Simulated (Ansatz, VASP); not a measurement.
**Two plane-wave programs on HfO2**

File INCAR:

```
SYSTEM = HfO2
ALGO     = Normal         ! electronic algorithm
EDIFF    = 1E-6           ! SCF threshold, eV
ENCUT    = 520            ! plane-wave cutoff, eV
GGA      = PS             ! functional
ISIF     = 2              ! what is computed and relaxed
ISMEAR   = 0              ! smearing method
LASPH    = .True.         ! aspherical terms in the spheres
LCHARG   = .True.         ! write CHGCAR
LELF     = .True.         ! ELF
LREAL    = .False.        ! projectors in reciprocal space
LVHAR    = .True.       
LWAVE    = .False.        ! write WAVECAR
NBANDS   = 18             ! bands
NELM     = 60             ! most SCF steps
PREC     = Accurate       ! precision mode
SIGMA    = 0.05           ! smearing width, eV
```

Contents of KPOINTS:

```
k-points
0
Gamma
  8 8 8
  0 0 0
```

POSCAR

```
HfO2
1.0
   -0.2040081124      2.4897609772      2.4897609772
    2.4897609772     -0.2040081124      2.4897609772
    2.4897609772      2.4897609772     -0.2040081124
Hf O
1 2
Direct
    0.0000000000      0.0000000000      0.0000000000
    0.2500000000      0.2500000000      0.2500000000
    0.7500000000      0.7500000000      0.7500000000
```

Input for Ansatz:

```yaml
crystal:
  lattice:
    - [-0.2040081124, 2.4897609772, 2.4897609772]
    - [2.4897609772, -0.2040081124, 2.4897609772]
    - [2.4897609772, 2.4897609772, -0.2040081124]
  atoms:
    - { symbol: Hf, position: [0.0, 0.0, 0.0] }
    - { symbol: O, position: [0.25, 0.25, 0.25] }
    - { symbol: O, position: [0.75, 0.75, 0.75] }
basis:
  ecutwfc: 520.0
kpoints:
  mp_grid: { grid: [8, 8, 8] }
hamiltonian:
  xc: pbesol
  pseudopotentials: { kind: paw, azcp: { folder: soft_1 } }
scf:
  occupations: { method: gaussian, width: 0.05 }
output:
  forces: true
  stress: true
  eigenvalues: true
```

Alike in both runs: task single point; functional PBEsol; k mesh 8 × 8 × 8; occupations gaussian, width 0.05 eV; no spin polarisation.

|  | VASP | Ansatz |
| --- | --- | --- |
| version | VASP 6.6.1 | Ansatz 0.2.0 |
| potentials or method | VASP PAW PBE potentials, release 64 (Hf_pv, O) | scalar-relativistic, plane waves, PAW |
| plane-wave cutoff (eV) | 520 | 520 |
| valence electrons in the cell | 22 | 38 |

```tsv
	VASP	Ansatz	Ansatz less VASP
gap on the k mesh at the Fermi level (eV)	3.66	3.65	-0.008
least direct gap on the mesh (eV)	3.66	3.65	-0.008
pressure (GPa)	-16.0	-13.0	+3.04
largest component of the traceless stress (GPa)	7.62	7.95	+0.323
rms of the force components (eV/Å)	0.470	0.505	+0.0354
```

Atom by atom the forces differ by 0.035 eV/Å (rms over components). The functional is the same, so the differences come from potentials, cutoffs and numerics. The two sets of potentials don't hold the same shells in valence. Ansatz warned: «pseudo_functional_mismatch».

Caveats: so large a pressure means that the cell lies far from this level's equilibrium, or that cutoff or potentials fall short (VASP); the potentials were made for another functional, which shifts forces and pressure (VASP); spin-orbit coupling is left out, which moves the levels of the heavy elements. A k mesh can miss the band edges.
